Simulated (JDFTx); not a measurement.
## Li under changes of volume

One of the cells (21.609 Å³/atom); the others are scaled copies at fixed shape and fractional positions:

```
CELL_PARAMETERS angstrom
-1.75465 1.75465 1.75465
1.75465 -1.75465 1.75465
1.75465 1.75465 -1.75465
ATOMIC_POSITIONS crystal
Li 0.00000 0.00000 0.00000
```

```yaml
Program: JDFTx 1.7.0 (patched build)
Functional: RPBE
Potentials_or_basis: PseudoDojo-SR-PBE-0.5-standard
Cutoff: 1007 eV
Density_cutoff: 4027 eV
k_mesh: 11 × 11 × 11
Occupations: fermi-dirac, width 0.05 eV
Spin: no spin polarisation
```

```tsv
volume (Å³/atom)	energy over the lowest point (meV/atom)	pressure (GPa)
20.312	1.02	0.5
20.744	0.12	0.2
21.177	0.00	-0.1
21.609	0.60	-0.4
22.041	?	?
22.473	3.71	-0.8
22.905	6.12	-1.0
```

Q: What does the run at 22.041 Å³/atom give?

A: Energy over the lowest point 1.85 meV/atom; pressure -0.6 GPa.

Worked out: A Birch-Murnaghan fit of order 3 (a polynomial in V^(-2/3)) to the other rows has its minimum at 21.03 Å³/atom with B0 = V·E''(V) = 13.3 GPa and B' = 3.2. It gives 1.85 meV/atom at 22.041 Å³/atom, against the run's 1.85, and -dE/dV = -0.6 GPa, against -0.6.

Energies are extrapolated to zero smearing.

Caveats: the potentials were made for another functional, which shifts forces and pressure.
